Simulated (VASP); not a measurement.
Input of a VASP 6.6.1 run:

Contents of INCAR:

```
SYSTEM = Si
PREC     = Accurate       ! precision mode
ENCUT    = 600            ! plane-wave cutoff, eV
EDIFF    = 1E-7           ! SCF threshold, eV
ISMEAR   = 0              ! smearing method
SIGMA    = 0.03           ! smearing width, eV
LREAL    = .FALSE.        ! projectors in reciprocal space
LASPH    = .TRUE.         ! aspherical terms in the spheres
NELM     = 80             ! most SCF steps
ALGO     = Normal         ! electronic algorithm
ISIF     = 2              ! what is computed and relaxed
LWAVE    = .FALSE.        ! write WAVECAR
LCHARG   = .FALSE.        ! write CHGCAR
GGA      = PE             ! functional
IBRION   = 2              ! ionic algorithm
NSW      = 40             ! ionic steps
EDIFFG   = -0.01          ! ionic threshold
```

KPOINTS

```
regular mesh
0
G
  10 10 10
  0 0 0
```

POSCAR

```
Si                                      
1.0
    0.0000000000      2.6784792297      2.6784792297
    2.6784792297      0.0000000000      2.6784792297
    2.6784792297      2.6784792297      0.0000000000
  Si            
     2
Direct
     0.7500000000000000    0.7500000000000000    0.7500000000000000
     0.5000000000000000    0.5000000000000000    0.5000000000000000
```

Potentials or basis: VASP PAW PBE potentials, release 64 (Si).

Launch:

```bash
$ cat potpaw_PBE.64/Si/POTCAR > POTCAR
$ mpirun -np 1 vasp_std > vasp.out
```

Predict the band gap on the k mesh.

0.51 eV, indirect (least direct gap 2.58 eV).

Final structure:
```yaml
crystal:
  lattice:
    - [0.00000, 2.67848, 2.67848]
    - [2.67848, 0.00000, 2.67848]
    - [2.67848, 2.67848, 0.00000]
  atoms:
    - { symbol: Si, position: [0.75000, 0.75000, 0.75000] }
    - { symbol: Si, position: [0.50000, 0.50000, 0.50000] }
```

Caveat: the relaxation stopped at its first step, so nothing moved. A k mesh can miss the band edges.
